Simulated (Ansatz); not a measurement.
**What a trial cell of TaSi2 relaxes into**

The calculation used DFT PBE, scalar-relativistic, plane waves, PAW in Ansatz 0.2.0. Cutoff 420 eV, Γ-centred k mesh, Gaussian smearing, no spin polarisation in the final step.

TaSi2 was placed on the cuprite structure type (Pn-3m, No. 224), with Ta in place of O, Si in place of Cu, at a guessed volume.

```yaml
crystal:
  lattice:
    - [4.51829, 0.00000, 0.00000]
    - [0.00000, 4.51829, 0.00000]
    - [0.00000, 0.00000, 4.51829]
  atoms:
    - { symbol: Ta, position: [0.00000, 0.00000, 0.00000] }
    - { symbol: Ta, position: [0.50000, 0.50000, 0.50000] }
    - { symbol: Si, position: [0.25000, 0.25000, 0.25000] }
    - { symbol: Si, position: [0.25000, 0.75000, 0.75000] }
    - { symbol: Si, position: [0.75000, 0.75000, 0.25000] }
    - { symbol: Si, position: [0.75000, 0.25000, 0.75000] }
```

Cell and atoms relax at zero pressure; the relaxation can't lower the symmetry of the start. After a coarse first stage the cell is made exact in the group found at 0.06 Å.

Formation energies are uncorrected and refer to the elements' standard structures at the same level.

(1) Describe the relaxed structure.

(2) What are its volume, energy, density and gap?

Results:

(1) It keeps Pn-3m (No. 224). The result has the cuprite structure. Conventional cell: a = 5.649 Å. Ta has 4 Si at 2.45 Å; Si is coordinated by 2 Ta at 2.45 Å.

```xyz
6
Lattice="5.6493 0.0000 0.0000 0.0000 5.6493 0.0000 0.0000 0.0000 5.6493" Properties=species:S:1:pos:R:3 pbc="T T T"
Ta    0.0000    0.0000    0.0000
Ta    2.8246    2.8246    2.8246
Si    1.4123    1.4123    1.4123
Si    1.4123    4.2370    4.2370
Si    4.2370    4.2370    1.4123
Si    4.2370    1.4123    4.2370
```

(2) The volume per atom is 30.05 Å³. The density is 4.37 g/cm³, the energy over the elements is 1.42 eV/atom and the gap on the 8×8×8 mesh is 0 eV (a metal).

The final run used a 8×8×8 mesh on its 6-atom cell and 0.10 eV smearing. For metals, differences of a few meV/atom aren't resolved. Spin–orbit coupling is left out. Symmetry constrained the relaxation, so the result can be a saddle point. The steps took of the order of 60 core-seconds in all.

Cost: 3 runs of about 1 core-minutes in all, on Arm Neoverse V1 (shared hosts).